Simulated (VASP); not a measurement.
## Results of a VASP single-point calculation on RbBr (strained zincblende)

POSCAR

```
Rb Br
 1.0000000000000000
     0.0000000000000000    3.8694968645999999    3.8694968645999999
     3.7921069272999999    0.0000000000000000    3.8694968645999999
     3.7921069272999999    3.8694968645999999    0.0000000000000000
 Rb  Br
   1   1
Cartesian
  0.0000000000000000  0.0000000000000000  0.0000000000000000
  1.8960534636499999  1.9347484322999995  1.9347484322999995
```

```
gap between bands v and c : 4.66 eV
least direct gap          : 4.76 eV
```

Band v is the last that the valence electrons fill when counted band by band, and c is the next. Levels in eV from the top of v:

```tsv
point	v−1	v	c	c+1
Γ	-0.10	-0.10	4.66	8.84
X	0.00	0.00	6.39	7.30
K	-0.09	-0.01	6.54	7.35
L	-0.06	-0.04	6.98	7.00
W	-0.16	0.00	6.55	7.29
```

Q: Which of these levels of theory gave these results?
A. PBE0
B. PBE
C. LDA
D. PBEsol
E. PBE with spin–orbit coupling
F. HSE06
G. r²SCAN

A: G.

The INCAR was:

```
EDIFF = 1E-7
ALGO = Normal
LCHARG = .TRUE.
LASPH = .TRUE.
PREC = Accurate
SIGMA = 0.01
LREAL = .FALSE.
IBRION = -1
ISMEAR = 0
LELF = .TRUE.
ENCUT = 520
METAGGA = R2SCAN
NELM = 120
LWAVE = .FALSE.
NSW = 0
NBANDS = 15
ISIF = 2
```
